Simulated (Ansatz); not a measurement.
ScAl2 under pressure: fit and missing row

ScAl2, Fd-3m, a = 7.527 Å. The structure is a Materials Project entry; whether it is the stable form wasn't checked. Ansatz: PBEsol, PAW, 420 eV, Γ-centred 8×8×8 mesh on 6 atoms, Gaussian smearing 0.10 eV; no spin polarisation. Cell and atoms are relaxed at each pressure, and no other structure is tried, so the rows at high pressure may lie past a change of phase.

| V (Å³/atom) | P (GPa) |
| --- | --- |
| ? | 89.97 |
| 13.166 | 49.98 |
| 14.742 | 25.00 |
| 15.989 | 12.00 |
| 17.060 | 4.05 |
| 17.592 | 0.92 |
| 17.767 | -0.01 |
| 17.969 | -1.03 |

Q: Take V0 = 17.767 Å³/atom, count pressures from its P0 = -0.01 GPa, fit the third-order Birch–Murnaghan form to the other rows, and predict the missing volume.

A: With the Eulerian strain f = ½[(V0/V)^(2/3) − 1] and y = (P − P0)/[3f(1 + 2f)^(5/2)], the form is the line y = B0 + 1.5 B0 (B0′ − 4) f. Rows (f, y): 0.11058, 91.4; 0.06625, 92.2; 0.03641, 92.2; 0.01372, 92.2; 0.00331, 92.1; -0.00375, 92.4. Means f = 0.03775, y = 92.083; Σ(Δf)² = 0.009604, ΣΔfΔy = -0.06312; the slope is their ratio. y = 92.33 − 6.572 f GPa, so B0 = 92.3 GPa and B0′ = 4 + 2 × (-6.572)/(3 × 92.33) = 3.95. P = 89.97 GPa is met at f = 0.16258 (y = 91.26), so V = V0 (1 + 2f)^(−3/2) = 11.647 Å³/atom. The run gave 11.614 Å³/atom, so the fit is 0.033 Å³/atom too high, 0.52 % of the span of the series, against an rms of 0.003 Å³/atom on the fitted rows. The row lies outside the fitted range. The points of y bend away from a line: a fourth-order term fitted to them gives P = 89.96 GPa at this row's volume (the line 91.08, the run 89.97).

The mesh isn't the same in all rows (8×8×8, 10×10×10).